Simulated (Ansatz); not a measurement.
Rough cost of magnetic runs on O (C2/m) in Ansatz 0.2.0, 1 thread of Arm Neoverse V2, on a shared host.

```
O
1.0
     2.85140   -1.66242    0.00000
     2.85140    1.66242    0.00000
    -2.39449    0.00000    3.64705
O
2
Direct
  0.02545 0.02545 0.15557
  0.97455 0.97455 0.84443
```

| run | functional, mesh | k points solved | bands | iterations | wall time (s) | peak memory (GiB) |
| --- | --- | --- | --- | --- | --- | --- |
| PAW: total moment held at 1.7 μB | PBE, 10×10×8 | 227 | 11 | 8 | 12 | 0.39 |
| LAPW: free moments | PBE, 10×10×8 | 227 | 13 | 9 | 190 | 2.4 |
| PAW: no spin polarisation | PBE, 10×10×8 | 227 | 10 | 7 | 4.9 | 0.33 |
| PAW: field of 1000 T on the spins | PBE, 10×10×8 | 227 | 11 | 11 | 10 | 0.38 |
| PAW: total moment held at 0 μB | PBE, 10×10×8 | 227 | 10 | 7 | 3.8 | 0.34 |
| PAW: total moment held at 1 μB | PBE, 10×10×8 | 227 | 11 | 9 | 10 | 0.38 |
| PAW: free moments from the typed start | PBE, 10×10×8 | 227 | 11 | 10 | 15 | 0.38 |
| PAW: total moment held at 0.5 μB | PBE, 10×10×8 | 227 | 11 | 11 | 11 | 0.38 |
| LAPW: field of 500 T on the spins | PBE, 10×10×8 | 227 | 13 | 11 | 190 | 2.4 |

Q: Roughly how much dearer is an iteration by LAPW than by PAW among the runs with the first row's mesh and spin treatment (collinear)?

A: About 18 times (medians of wall time over iterations; times from a shared host are rough).
